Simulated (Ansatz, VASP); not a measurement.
## KI in VASP and in Ansatz

Contents of POSCAR:

```
KI
1.0
    0.0000000000      3.4850289444      3.4850289444
    3.4850289444      0.0000000000      3.4850289444
    3.4850289444      3.4850289444      0.0000000000
I K
1 1
Direct
    0.5000000000      0.5000000000      0.5000000000
    0.0000000000      0.0000000000      0.0000000000
```

Contents of INCAR.step1:

```
SYSTEM = KI
PREC = Accurate
ENCUT = 520
ISMEAR = -1
SIGMA = 0.05
LREAL = .False.
LASPH = .True.
NELM = 60
NBANDS = 15
GGA = PE
ALGO = Normal
EDIFF = 1E-4
LWAVE = .True.
LCHARG = .False.
```

Contents of INCAR.step2:

```
SYSTEM = KI
PREC = Accurate
ENCUT = 520
EDIFF = 1E-6
ISMEAR = -1
SIGMA = 0.05
LREAL = .False.
LASPH = .True.
NELM = 60
ALGO = Normal
ISIF = 2
LWAVE = .False.
LCHARG = .False.
METAGGA = R2SCAN
LMIXTAU = .True.
NBANDS = 15
ISTART = 1
```

File KPOINTS:

```
regular mesh
0
Gamma
  7 7 7
  0 0 0
```

File input.yaml:

```yaml
crystal:
  lattice:
    - [0.0, 3.4850289444, 3.4850289444]
    - [3.4850289444, 0.0, 3.4850289444]
    - [3.4850289444, 3.4850289444, 0.0]
  atoms:
    - { symbol: I, position: [0.5, 0.5, 0.5] }
    - { symbol: K, position: [0.0, 0.0, 0.0] }
hamiltonian:
  xc: r2scan
  pseudopotentials: { kind: paw }
kpoints:
  mp_grid: { grid: [7, 7, 7] }
scf:
  occupations: { method: fermi_dirac, width: 0.05 }
output:
  forces: true
  stress: true
  eigenvalues: true
```

Alike in both runs: task single point; functional r2SCAN; k mesh 7 × 7 × 7; occupations fermi-dirac, width 0.05 eV; no spin polarisation.

|  | VASP | Ansatz |
| --- | --- | --- |
| version | VASP 6.6.1 | Ansatz 0.2.0 |
| potentials or method | VASP PAW PBE potentials, release 64 (I, K_sv) | Ansatz PAW |
| plane-wave cutoff (eV) | 520 | 500 |
| valence electrons in the cell | 16 | 26 |

```tsv
	VASP	Ansatz	Ansatz less VASP
gap on the k mesh at the Fermi level (eV)	4.72	4.72	+0.003
least direct gap on the mesh (eV)	4.72	4.72	+0.003
pressure (GPa)	0.7	0.7	0.00
```

The functional is the same, so the differences come from potentials, cutoffs and numerics. The two sets of potentials don't hold the same shells in valence.

Caveats: spin-orbit coupling is left out, which moves the levels of the heavy elements; the PAW data sets were made with another functional, which shifts forces and pressure a little (VASP); an odd mesh through Γ misses points on the zone boundary, where band edges often lie (VASP); odd divisions of the mesh miss points on the zone boundary, where band edges often lie, so the gap on the mesh can be too wide (Ansatz); the PAW data sets come from PBE, with cores solved anew for the run's functional, which leaves a small shift of forces and pressure (Ansatz). r2SCAN opens gaps a little over a GGA but as a rule still falls short of measured ones.
